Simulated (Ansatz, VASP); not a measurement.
## CoO in VASP and in Ansatz

File INCAR:

```
SYSTEM = CoO
  PREC = Accurate
  ENCUT = 520
  EDIFF = 1E-8
  ISMEAR = -1
  SIGMA = 0.08
  LREAL = .FALSE.
  LASPH = .TRUE.
  NELM = 150
  ALGO = Normal
  ISIF = 2
  LWAVE = .FALSE.
  LCHARG = .FALSE.
  ISPIN = 2
  MAGMOM = 2 0
  LORBIT = 11
  LMAXMIX = 4
  GGA = PE
  LEFG = .TRUE.
  NBANDS = 18
```

Contents of KPOINTS:

```
regular mesh
0
G
  13 13 13
  0 0 0
```

The input POSCAR:

```
CoO
1.0
    0.0000000000      2.1237773250      2.1237773250
    2.1237773250      0.0000000000      2.1237773250
    2.1237773250      2.1237773250      0.0000000000
Co O
1 1
Direct
    0.0000000000      0.0000000000      0.0000000000
    0.5000000000      0.5000000000      0.5000000000
```

Input for Ansatz:

```yaml
crystal:
  lattice:
    - [0.0, 2.123777325, 2.123777325]
    - [2.123777325, 0.0, 2.123777325]
    - [2.123777325, 2.123777325, 0.0]
  atoms:
    - { symbol: Co, position: [0.0, 0.0, 0.0], spin: 2.0 }
    - { symbol: O, position: [0.5, 0.5, 0.5] }
magnetization:
  spin_polarized: true
kpoints:
  mp_grid: { grid: [13, 13, 13] }
  band_path:
    path:
      - [0.0, 0.0, 0.0]
      - [0.5, 0.0, 0.5]
      - [0.625, 0.25, 0.625]
      - [0.375, 0.375, 0.75]
      - [0.0, 0.0, 0.0]
      - [0.5, 0.5, 0.5]
      - [0.5, 0.25, 0.75]
      - [0.5, 0.0, 0.5]
    npoints: 8
scf:
  occupations: { method: fermi_dirac, width: 0.08 }
hamiltonian:
  xc: pbe
  pseudopotentials: { kind: paw }
output:
  forces: true
  stress: true
  eigenvalues: true
  efg: { contact_densities: true }
  populations: true
  bader: true
  dos: { projected: true, de: 0.2, e_range: [-14, 8] }
```

Alike in both runs: task electric field gradients; functional PBE; k mesh 13 × 13 × 13; occupations fermi-dirac, width 0.08 eV; collinear spin.

|  | VASP | Ansatz |
| --- | --- | --- |
| version | VASP 6.6.1 | Ansatz 0.2.0 |
| potentials or method | VASP PAW PBE potentials, release 64 (Co, O) | PAW with Ansatz's default frozen-core files, scalar-relativistic |
| plane-wave cutoff (eV) | 520 | 420 |
| valence electrons in the cell | 15 | 23 |

Ansatz gave:

- pressure (GPa): 0.0
- net moment per atom (μB): 1.44
- size of the moment on the site where the two differ most (μB): 2.45
- Vzz of the field gradient on the site that differs most (V/Å²): 0.0

Problem. Estimate VASP's values.

Solution. Pressure (GPa): -0.6; net moment per atom (μB): 1.42; size of the moment on the site where the two differ most (μB): 2.51; Vzz of the field gradient on the site that differs most (V/Å²): 0.0.

Site moments also hang on the region over which each program counts them. The functional is the same, so the differences come from potentials, cutoffs and numerics. The two sets of potentials don't hold the same shells in valence.

Caveats: a cell with one magnetic atom can't hold antiferromagnetic order, which such compounds often take; semilocal functionals often make such compounds metallic where correlation or magnetic order opens a gap, which also shifts bond lengths.
